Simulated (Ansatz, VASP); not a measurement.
AlN in VASP and in Ansatz

File INCAR:

```
PREC = Accurate
ENCUT = 520
EDIFF = 1E-7
ISMEAR = 0
SIGMA = 0.05
LREAL = F
LASPH = T
NELM = 80
ALGO = Normal
ISIF = 2
LWAVE = F
LCHARG = F
GGA = PE
NBANDS = 16
```

Contents of KPOINTS:

```
regular mesh
0
Gamma
  6 6 6
```

File POSCAR:

```
AlN
1.0
    0.0000000000     -2.1465290356     -2.1465290356
   -2.1465290356      0.0000000000     -2.1465290356
    2.1465290356      2.1465290356     -4.2930580711
Al N
2 2
Direct
    0.0027142358      0.0027142358     -0.0081427073
    0.4972857642      0.4972857642      0.5081427073
    0.3749129439      0.3749129439      0.8752611682
    0.8750870561      0.8750870561      0.3747388318
```

Input for Ansatz:

```yaml
crystal:
  lattice:
    - [0.0, -2.1465290356, -2.1465290356]
    - [-2.1465290356, 0.0, -2.1465290356]
    - [2.1465290356, 2.1465290356, -4.2930580711]
  atoms:
    - { symbol: Al, position: [0.0027142358, 0.0027142358, -0.0081427073] }
    - { symbol: Al, position: [0.4972857642, 0.4972857642, 0.5081427073] }
    - { symbol: "N", position: [0.3749129439, 0.3749129439, 0.8752611682] }
    - { symbol: "N", position: [0.8750870561, 0.8750870561, 0.3747388318] }
basis:
  ecutwfc: 520.0
kpoints:
  mp_grid: { grid: [6, 6, 6] }
hamiltonian:
  xc: pbe
scf:
  occupations: { method: gaussian, width: 0.05 }
output:
  forces: true
  stress: true
  eigenvalues: true
```

Change from the starting cell: mode 6 frozen in at -0.041 Å, equal normal strain along x, y and z -0.0250.

Alike in both runs: task single point; functional PBE; k mesh 6 × 6 × 6; occupations gaussian, width 0.05 eV; no spin polarisation.

|  | VASP | Ansatz |
| --- | --- | --- |
| version | VASP 6.6.1 | Ansatz 0.2.0 |
| potentials or method | VASP PAW PBE potentials, release 64 (Al, N) | scalar-relativistic, plane waves, PAW |
| plane-wave cutoff (eV) | 520 | 520 |
| valence electrons in the cell | 16 | 16 |

```tsv
	VASP	Ansatz	Ansatz less VASP
gap on the k mesh at the Fermi level (eV)	3.13	3.14	+0.007
least direct gap on the mesh (eV)	3.72	3.73	+0.006
pressure (GPa)	17.1	17.3	+0.23
largest component of the traceless stress (GPa)	0.09	0.08	-0.004
rms of the force components (eV/Å)	0.607	0.607	+0.0001
```

Atom by atom the forces differ by 0.000 eV/Å (rms over components). With one functional, cell and mesh, what is left measures potentials, basis and numerics.

Caveats: so large a pressure means that the cell lies far from this level's equilibrium, or that cutoff or potentials fall short (VASP); forces of over 1 eV/Å show positions far from the minimum, so gaps and moduli don't describe the material at rest. A k mesh can miss the band edges.
